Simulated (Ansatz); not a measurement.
The parent structure is InN in the wurtzite structure (space group P6_3mc, No. 186; a = 3.5373 Å, c = 5.7140 Å). Axes: x lies along a and z along c of the hexagonal cell.

All numbers come from PBEsol, PAW, 420 eV (Ansatz, a quantum-chemistry and plane-wave program; no SOC), earlier PAW set.

For the base:

- Shortest interatomic distance = 2.156 Å
- Pressure = 0.0 GPa

Now apply this change: compressive biaxial strain of 1.12 % in the plane normal to [001], as in epitaxy on a mismatched substrate; the out-of-plane cell vector and the atoms relax.

Problem. How does this affect the shortest interatomic distance and pressure?

Solution. The shortest interatomic distance falls by 0.011 Å to 2.145 Å; the pressure (mean of the normal stresses, compression positive) goes from zero to 1.9 GPa.

A case with no gap was solved on a k-mesh chosen for an insulator, which is coarse for it. Stability against distortions was not tested. The final runs are not spin-polarised.
